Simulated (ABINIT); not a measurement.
# RbBr (Fm-3m) in ABINIT: equation of state

Aim: energy against volume of RbBr in PBEsol, for its equilibrium volume and stiffness.

Everything below comes from runs of ABINIT 10.8.3 (patched build). Logs are shortened: lines on timing, memory, paths and dates and some standing lists are left out, and cuts for length are marked. The log counts tension as positive stress, the text compression.

## (1) The structure

It takes space group Fm-3m (No. 225, cubic). The conventional cell has a = 6.854 Å, b = 6.854 Å, c = 6.854 Å, α = 90.00°, β = 90.00°, γ = 90.00°. Rb (site symmetry m-3m) has 6 Br at 3.43 Å as nearest neighbours. Br (site symmetry m-3m) is surrounded by 6 Rb at 3.43 Å.

## (2) Equation of state, PBEsol

The input, run.abi:

```
# Datasets: one volume each
ndtset 7
scalecart1 3*0.9795861087
scalecart2 3*0.9864848297
scalecart3 3*0.9932883884
scalecart4 3*1.0000000000
scalecart5 3*1.0066227096
scalecart6 3*1.0131594038
scalecart7 3*1.0196128224

# Pseudopotentials
pp_dirpath "./"
pseudos "Rb.upf, Br.upf"

# Structure
acell 3*1.0 Angstrom
rprim
     0.0000000000     3.4270000000     3.4270000000
     3.4270000000     0.0000000000     3.4270000000
     3.4270000000     3.4270000000     0.0000000000
ntypat 2
znucl 37 35
natom 2
typat 1 2
xred
     0.0000000000     0.0000000000     0.0000000000
     0.5000000000     0.5000000000     0.5000000000

# Plane-wave basis
ecut 23.0

# k points
kptopt 1
ngkpt 7 7 7
nshiftk 1
shiftk 0.0 0.0 0.0

# Exchange and correlation
ixc -116133

# Bands and occupations
nband 12
occopt 3
tsmear 0.05 eV

# SCF cycle
nstep 100
tolvrs 1.0e-10

# Output
iomode 3
prtwf 0
prtden 0
prteig 0
prtebands 0
enunit 1
```

Potentials or basis: PseudoDojo NC SR PBEsol v0.4.1 standard.

The run is started by

```
> mpirun --bind-to none -np 4 abinit run.abi > log 2>&1
```

run.abo:

```text
.Version 10.8.3 of ABINIT
 DATASET    1 : space group Fm -3 m (#225); Bravais cF (face-center cubic)
================================================================================
 Values of the parameters that define the memory need for DATASET  1.
     intxc =       0    ionmov =       0      iscf =       7    lmnmax =       6
     lnmax =       6     mgfft =      40  mpssoang =       3    mqgrid =    3001
     natom =       2  nloc_mem =       1    nspden =       1   nspinor =       1
    nsppol =       1      nsym =      48    n1xccc =    2501    ntypat =       2
    occopt =       3   xclevel =       2
       mpw =        2705          nfft =       64000          nkpt =          20
================================================================================
================================================================================
[... 61 lines left out ...]
 DATASET    7 : space group Fm -3 m (#225); Bravais cF (face-center cubic)
================================================================================
 Values of the parameters that define the memory need for DATASET  7.
     intxc =       0    ionmov =       0      iscf =       7    lmnmax =       6
     lnmax =       6     mgfft =      45  mpssoang =       3    mqgrid =    3001
     natom =       2  nloc_mem =       1    nspden =       1   nspinor =       1
    nsppol =       1      nsym =      48    n1xccc =    2501    ntypat =       2
    occopt =       3   xclevel =       2
       mpw =        3049          nfft =       91125          nkpt =          20
================================================================================
================================================================================

--------------------------------------------------------------------------------
------------- Echo of variables that govern the present computation ------------
--------------------------------------------------------------------------------
 -outvars: echo values of preprocessed input variables --------
            acell      1.8897261259E+00  1.8897261259E+00  1.8897261259E+00 Bohr
              amu      8.54678000E+01  7.99040000E+01
             ecut      2.30000000E+01 Hartree
           enunit           1
              ixc     -116133
           jdtset        1    2    3    4    5    6    7
         kptrlatt        7    0    0      0    7    0      0    0    7
          kptrlen1     6.28012991E+01
          kptrlen2     6.32435763E+01
          kptrlen3     6.36797527E+01
          kptrlen4     6.41100344E+01
          kptrlen5     6.45346165E+01
          kptrlen6     6.49536842E+01
          kptrlen7     6.53674131E+01
            natom           2
            nband          12
           ndtset           7
            ngfft1         40      40      40
            ngfft2         40      40      40
            ngfft3         40      40      40
            ngfft4         40      40      40
            ngfft5         40      40      40
            ngfft6         45      45      45
            ngfft7         45      45      45
             nkpt          20
            nstep         100
             nsym          48
           ntypat           2
           occopt           3
           prtden           0
        prtebands           0
           prteig           0
            prtwf           0
            rprim1     0.0000000000E+00  3.3570415945E+00  3.3570415945E+00
                       3.3570415945E+00  0.0000000000E+00  3.3570415945E+00
                       3.3570415945E+00  3.3570415945E+00  0.0000000000E+00
            rprim2     0.0000000000E+00  3.3806835114E+00  3.3806835114E+00
                       3.3806835114E+00  0.0000000000E+00  3.3806835114E+00
                       3.3806835114E+00  3.3806835114E+00  0.0000000000E+00
            rprim3     0.0000000000E+00  3.4039993070E+00  3.4039993070E+00
                       3.4039993070E+00  0.0000000000E+00  3.4039993070E+00
                       3.4039993070E+00  3.4039993070E+00  0.0000000000E+00
            rprim4     0.0000000000E+00  3.4270000000E+00  3.4270000000E+00
                       3.4270000000E+00  0.0000000000E+00  3.4270000000E+00
                       3.4270000000E+00  3.4270000000E+00  0.0000000000E+00
            rprim5     0.0000000000E+00  3.4496960258E+00  3.4496960258E+00
                       3.4496960258E+00  0.0000000000E+00  3.4496960258E+00
                       3.4496960258E+00  3.4496960258E+00  0.0000000000E+00
            rprim6     0.0000000000E+00  3.4720972768E+00  3.4720972768E+00
                       3.4720972768E+00  0.0000000000E+00  3.4720972768E+00
                       3.4720972768E+00  3.4720972768E+00  0.0000000000E+00
            rprim7     0.0000000000E+00  3.4942131424E+00  3.4942131424E+00
                       3.4942131424E+00  0.0000000000E+00  3.4942131424E+00
                       3.4942131424E+00  3.4942131424E+00  0.0000000000E+00
          spgroup         225
           tolvrs      1.00000000E-10
           tsmear      1.83746611E-03 Hartree
            typat      1  2
           xangst1     0.0000000000E+00  0.0000000000E+00  0.0000000000E+00
                       3.3570415945E+00  3.3570415945E+00  3.3570415945E+00
           xangst2     0.0000000000E+00  0.0000000000E+00  0.0000000000E+00
                       3.3806835114E+00  3.3806835114E+00  3.3806835114E+00
           xangst3     0.0000000000E+00  0.0000000000E+00  0.0000000000E+00
                       3.4039993070E+00  3.4039993070E+00  3.4039993070E+00
           xangst4     0.0000000000E+00  0.0000000000E+00  0.0000000000E+00
                       3.4270000000E+00  3.4270000000E+00  3.4270000000E+00
           xangst5     0.0000000000E+00  0.0000000000E+00  0.0000000000E+00
                       3.4496960258E+00  3.4496960258E+00  3.4496960258E+00
           xangst6     0.0000000000E+00  0.0000000000E+00  0.0000000000E+00
                       3.4720972768E+00  3.4720972768E+00  3.4720972768E+00
           xangst7     0.0000000000E+00  0.0000000000E+00  0.0000000000E+00
                       3.4942131424E+00  3.4942131424E+00  3.4942131424E+00
            xcart1     0.0000000000E+00  0.0000000000E+00  0.0000000000E+00
                       6.3438892069E+00  6.3438892069E+00  6.3438892069E+00
            xcart2     0.0000000000E+00  0.0000000000E+00  0.0000000000E+00
                       6.3885659549E+00  6.3885659549E+00  6.3885659549E+00
            xcart3     0.0000000000E+00  0.0000000000E+00  0.0000000000E+00
                       6.4326264231E+00  6.4326264231E+00  6.4326264231E+00
            xcart4     0.0000000000E+00  0.0000000000E+00  0.0000000000E+00
                       6.4760914335E+00  6.4760914335E+00  6.4760914335E+00
            xcart5     0.0000000000E+00  0.0000000000E+00  0.0000000000E+00
                       6.5189807064E+00  6.5189807064E+00  6.5189807064E+00
            xcart6     0.0000000000E+00  0.0000000000E+00  0.0000000000E+00
                       6.5613129357E+00  6.5613129357E+00  6.5613129357E+00
            xcart7     0.0000000000E+00  0.0000000000E+00  0.0000000000E+00
                       6.6031058646E+00  6.6031058646E+00  6.6031058646E+00
             xred      0.0000000000E+00  0.0000000000E+00  0.0000000000E+00
                       5.0000000000E-01  5.0000000000E-01  5.0000000000E-01
            znucl       37.00000   35.00000

================================================================================

 chkinp: Checking input parameters for consistency, jdtset=   1.

 chkinp: Checking input parameters for consistency, jdtset=   2.
[... 29 lines left out ...]
 getcut: wavevector=  0.0000  0.0000  0.0000  ngfft=  40  40  40
         ecut(hartree)=     23.000   => boxcut(ratio)=   2.06519

--- Pseudopotential description ------------------------------------------------
- pspini: atom type   1  psp file is ./Rb.upf
12 -116133 2 -1 2280                          pspcod,pspxc,lmax,lloc,mmax
     nproj     2     2     2

- pspini: atom type   2  psp file is ./Br.upf
12 -116133 2 -1 1098                          pspcod,pspxc,lmax,lloc,mmax
     nproj     2     2     2

   7.26933399E+02                                ecore*ucvol(ha*bohr**3)
--------------------------------------------------------------------------------

================================================================================

--- !BeginCycle
iteration_state: {dtset: 1, }
solver: {iscf: 7, nstep: 100, nline: 4, wfoptalg: 0, }
tolerances: {tolvrs: 1.00E-10, }
...
[... 963 lines left out ...]
-Cartesian components of stress tensor (GPa)         [Pressure= -7.4904E-01 GPa]
- sigma(1 1)=  7.49035383E-01  sigma(3 2)=  0.00000000E+00
- sigma(2 2)=  7.49035383E-01  sigma(3 1)=  0.00000000E+00
- sigma(3 3)=  7.49035383E-01  sigma(2 1)=  0.00000000E+00

== END DATASET(S) ==============================================================
================================================================================

 -outvars: echo values of variables after computation  --------
            acell      1.8897261259E+00  1.8897261259E+00  1.8897261259E+00 Bohr
           etotal1    -4.2887691539E+01
           etotal2    -4.2887965033E+01
           etotal3    -4.2888109647E+01
           etotal4    -4.2888140653E+01
           etotal5    -4.2888071093E+01
           etotal6    -4.2887912673E+01
           etotal7    -4.2887675802E+01
            fcart1    -0.0000000000E+00 -0.0000000000E+00 -0.0000000000E+00
                      -0.0000000000E+00 -0.0000000000E+00 -0.0000000000E+00
            fcart2    -0.0000000000E+00 -0.0000000000E+00 -0.0000000000E+00
                      -0.0000000000E+00 -0.0000000000E+00 -0.0000000000E+00
            fcart3    -0.0000000000E+00 -0.0000000000E+00 -0.0000000000E+00
                      -0.0000000000E+00 -0.0000000000E+00 -0.0000000000E+00
            fcart4    -0.0000000000E+00 -0.0000000000E+00 -0.0000000000E+00
                      -0.0000000000E+00 -0.0000000000E+00 -0.0000000000E+00
            fcart5    -0.0000000000E+00 -0.0000000000E+00 -0.0000000000E+00
                      -0.0000000000E+00 -0.0000000000E+00 -0.0000000000E+00
[... 38 lines left out ...]
                       0.0000000000E+00  0.0000000000E+00  0.0000000000E+00
           xangst1     0.0000000000E+00  0.0000000000E+00  0.0000000000E+00
                       3.3570415945E+00  3.3570415945E+00  3.3570415945E+00
           xangst2     0.0000000000E+00  0.0000000000E+00  0.0000000000E+00
                       3.3806835114E+00  3.3806835114E+00  3.3806835114E+00
           xangst3     0.0000000000E+00  0.0000000000E+00  0.0000000000E+00
                       3.4039993070E+00  3.4039993070E+00  3.4039993070E+00
           xangst4     0.0000000000E+00  0.0000000000E+00  0.0000000000E+00
                       3.4270000000E+00  3.4270000000E+00  3.4270000000E+00
           xangst5     0.0000000000E+00  0.0000000000E+00  0.0000000000E+00
                       3.4496960258E+00  3.4496960258E+00  3.4496960258E+00
           xangst6     0.0000000000E+00  0.0000000000E+00  0.0000000000E+00
                       3.4720972768E+00  3.4720972768E+00  3.4720972768E+00
           xangst7     0.0000000000E+00  0.0000000000E+00  0.0000000000E+00
                       3.4942131424E+00  3.4942131424E+00  3.4942131424E+00
             xred      0.0000000000E+00  0.0000000000E+00  0.0000000000E+00
                       5.0000000000E-01  5.0000000000E-01  5.0000000000E-01
 Calculation completed.
```

Wall time 1.8 min (4 MPI ranks of AMD EPYC, shared host); peak memory 0.44 GiB.

What came out:

```
Equilibrium volume                      : 40.08 Å³/atom
Bulk modulus                            : 13.9 GPa
Pressure derivative of the bulk modulus : 5.2
```

Energy against volume, from the lowest point:
| volume (Å³/atom) | energy (meV/atom) |
| --- | --- |
| 37.833 | 6.11 |
| 38.638 | 2.39 |
| 39.443 | 0.42 |
| 40.248 | 0.00 |
| 41.053 | 0.95 |
| 41.858 | 3.10 |
| 42.663 | 6.32 |

Caveat: pressures at fixed basis lie under the slope of the energies.
